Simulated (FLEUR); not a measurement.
# GaP under changes of volume

One of the cells (20.240 Å³/atom); the others are scaled copies at fixed shape and fractional positions:

```
Ga P
1.0
     0.00000    2.72525    2.72525
     2.72525    0.00000    2.72525
     2.72525    2.72525    0.00000
Ga P
1 1
Direct
  0.00000 0.00000 0.00000
  0.75000 0.75000 0.75000
```

```yaml
Program: FLEUR MaX-R8.1 (patched build s14)
Functional: revPBE
Potentials_or_basis: all-electron
Basis: FLAPW
Kmax: 4.41 1/bohr
k_mesh: 8 × 8 × 8
Occupations: fermi-dirac, width 0.05 eV
Spin: no spin polarisation
```

```csv
volume (Å³/atom),energy over the lowest point (meV/atom),gap on the mesh (eV)
19.026,?,?
19.431,41.82,1.64
20.240,11.80,1.71
21.050,0.13,1.61
21.455,0.00,1.46
```

Task: What does the run at 19.026 Å³/atom give?

Result: Energy over the lowest point 65.05 meV/atom; gap on the mesh 1.59 eV.

Worked out: A Birch-Murnaghan fit of order 2 (a polynomial in V^(-2/3)) to the other rows has its minimum at 21.26 Å³/atom with B0 = V·E''(V) = 74 GPa. It gives 64.86 meV/atom at 19.026 Å³/atom, against the run's 65.05. A parabola through the other rows of the gap, of slope 7.25 eV per unit of ln V there, extrapolates to 1.51 eV, against the run's 1.59.

Energies are extrapolated to zero smearing.

Caveats: the plane-wave cutoff is short for the semicore states, which can make moduli rough.

A mesh can miss the band edges. Spin-orbit coupling on Ga is left out.
